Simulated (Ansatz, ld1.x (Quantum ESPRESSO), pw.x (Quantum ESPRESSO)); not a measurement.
## Tc (Z = 43): does the PAW potential hold in the solid?

Tc (Z = 43), PAW, made with ld1.x (Quantum ESPRESSO) 7.5 (PBE, scalar-relativistic). Core [Ar] 3d10, reference 4s2 4p6 4d5 5s1.5 5p0 (charge +0.5). Waves: 4s (bound): rcut 1.35, rcutus 1.60 bohr; 5s (bound): rcut 1.35, rcutus 1.60 bohr; 4p (bound): rcut 1.85, rcutus 2.35 bohr; 5p (bound, empty): rcut 1.85, rcutus 2.35 bohr; 4d (bound): rcut 1.30, rcutus 1.65 bohr; 4d channel at 0.9 Ry: rcut 1.30, rcutus 1.65 bohr. Local part: all-electron potential smoothed inside 1.45 bohr (lloc = -2). Core correction: Bessel-smoothed model core, default radius (core density twice the valence density). Augmentation charge: PSQ, inside the norm-conserving radii.

Atomic tests: cutoffs needed: 40 Ry and 70 Ry (the cutoffs (Ry, on a coarse ladder) from which the occupation-weighted sum of valence levels, in a spherical-Bessel basis at the reference potential, stays within 10 and 1 mRy of its value at 400 Ry); ghost test: no extra level below or beside the all-electron valence levels (s, p, d, f tested) (spherical-Bessel basis up to 400 Ry, 20 bohr box); largest excitation error: -43 meV (all-electron minus pseudo) for 4s1 4p6 4d5 5s2 5p0, out of 7 test configurations.

Crystal test: bcc Tc in pw.x 7.5, no spin, 15³ k-points, Fermi–Dirac smearing 0.01 Ry, cutoffs 85/900 Ry. The reference is all-electron LAPW (Ansatz 0.2.0) with the same functional, mesh and smearing; V0 and B0 come from Birch–Murnaghan fits to the pressures at five volumes. Errors are pseudo minus all-electron; Δ is the rms difference of the E(V) curves that follow from these fits, minima aligned, over ±6 % about the mean V0. Mesh and smearing are coarse, so the numbers serve the comparison and aren't converged zero-temperature values; the lattice is a test structure that the element need not adopt.

All-electron: a0 = 3.083 Å (V0 = 14.65 Å³/atom), B0 = 289.0 GPa.

Q: How far does the potential miss the all-electron equation of state?

A: mean pressure error (GPa): +0.29; a0 (Å): 3.084; a0 error (%): +0.03; B0 error (%): +0.3; Δ (meV/atom): 0.9.

```
V (Å³/atom)  P all-electron (GPa)  P pseudo (GPa)
     13.899                 17.20           17.61
     14.265                  8.23            8.55
     14.631                  0.42            0.72
     14.997                 -6.37           -6.16
     15.363                -12.28          -12.08
```

Q: At the middle volume, how do free energy and pressure move when the wave cutoff is lowered (ecutrho held at 900 Ry)?

A:

```csv
cutoff (Ry),shift of F (meV/atom),shift of P (GPa)
38,+63.3,-5.14
51,+22.9,-0.41
68,+2.2,-0.17
```

Input at the middle volume:

```
&control
  calculation='scf', prefix='x', pseudo_dir='./', outdir='./tmp', tstress=.true., disk_io='none'
/
&system
  ibrav=0, nat=1, ntyp=1, ecutwfc=85, ecutrho=900, nbnd=15,
  occupations='smearing', smearing='fd', degauss=0.01
/
&electrons
  conv_thr=1e-09, mixing_beta=0.4, electron_maxstep=70
/
ATOMIC_SPECIES
Tc 1.0 Tc.UPF
CELL_PARAMETERS angstrom
  -1.54077068 1.54077068 1.54077068
  1.54077068 -1.54077068 1.54077068
  1.54077068 1.54077068 -1.54077068
ATOMIC_POSITIONS crystal
Tc 0.0000 0.0000 0.0000
K_POINTS automatic
15 15 15 0 0 0
```

```bash
pw.x < Tc.scf.in > Tc.scf.out
```

Lines of the output:

```
Message from routine setup:
     using ibrav=0 with symmetry is DISCOURAGED, use correct ibrav instead
     lattice parameter (alat)  =       5.0431  a.u.
     unit-cell volume          =      98.7349 (a.u.)^3
     number of electrons       =        15.00
     number of Kohn-Sham states=           15
     kinetic-energy cutoff     =      85.0000  Ry
     charge density cutoff     =     900.0000  Ry
     scf convergence threshold =      1.0E-09
     Exchange-correlation= SLA  PW   PBX  PBC
     number of k points=   120  Fermi-Dirac smearing, width (Ry)=  0.0100
     iteration #  1     ecut=    85.00 Ry     beta= 0.40
     total energy              =    -396.23130740 Ry
     estimated scf accuracy    <       0.45114756 Ry
     iteration #  2     ecut=    85.00 Ry     beta= 0.40
     total energy              =    -396.28747990 Ry
     estimated scf accuracy    <       0.01036959 Ry
     iteration #  3     ecut=    85.00 Ry     beta= 0.40
     total energy              =    -396.29101735 Ry
     estimated scf accuracy    <       0.00140361 Ry
     iteration #  4     ecut=    85.00 Ry     beta= 0.40
     total energy              =    -396.29110582 Ry
     estimated scf accuracy    <       0.00036031 Ry
     iteration #  5     ecut=    85.00 Ry     beta= 0.40
     total energy              =    -396.29119323 Ry
     estimated scf accuracy    <       0.00001771 Ry
     iteration #  6     ecut=    85.00 Ry     beta= 0.40
     total energy              =    -396.29119699 Ry
     estimated scf accuracy    <       0.00000071 Ry
     iteration #  7     ecut=    85.00 Ry     beta= 0.40
     total energy              =    -396.29119702 Ry
     estimated scf accuracy    <       0.00000072 Ry
     iteration #  8     ecut=    85.00 Ry     beta= 0.40
     total energy              =    -396.29119718 Ry
     estimated scf accuracy    <       0.00000032 Ry
     iteration #  9     ecut=    85.00 Ry     beta= 0.40
     total energy              =    -396.29119717 Ry
     estimated scf accuracy    <       0.00000052 Ry
     iteration # 10     ecut=    85.00 Ry     beta= 0.40
     total energy              =    -396.29119714 Ry
     estimated scf accuracy    <       0.00000032 Ry
     iteration # 11     ecut=    85.00 Ry     beta= 0.40
     total energy              =    -396.29119714 Ry
     estimated scf accuracy    <       0.00000017 Ry
     iteration # 12     ecut=    85.00 Ry     beta= 0.40
     total energy              =    -396.29119713 Ry
     estimated scf accuracy    <       0.00000014 Ry
     iteration # 13     ecut=    85.00 Ry     beta= 0.40
     total energy              =    -396.29119696 Ry
     estimated scf accuracy    <       0.00000012 Ry
     iteration # 14     ecut=    85.00 Ry     beta= 0.40
     total energy              =    -396.29119705 Ry
     estimated scf accuracy    <       0.00000003 Ry
     iteration # 15     ecut=    85.00 Ry     beta= 0.40
     total energy              =    -396.29119706 Ry
     estimated scf accuracy    <          8.1E-09 Ry
     iteration # 16     ecut=    85.00 Ry     beta= 0.40
     the Fermi energy is    22.3849 ev
!    total energy              =    -396.29119707 Ry
     estimated scf accuracy    <          3.3E-12 Ry
     smearing contrib. (-TS)   =      -0.00663190 Ry
     The total energy is F=E-TS. E is the sum of the following terms:
     one-electron contribution =     -21.50287491 Ry
     hartree contribution      =      23.94432800 Ry
     xc contribution           =     -87.59861213 Ry
     ewald contribution        =    -140.61302961 Ry
     one-center paw contrib.   =    -170.51437651 Ry
     convergence has been achieved in  16 iterations
          total   stress  (Ry/bohr**3)                   (kbar)     P=        7.22
     Message from routine punch:
     Nothing written, as per user request (disk_io='none')
```

The run at the middle volume (120 k-points, 16 iterations) took about 58 s on one core of a shared host (Neoverse-V1, 32 threads, 247 GiB, load 17).
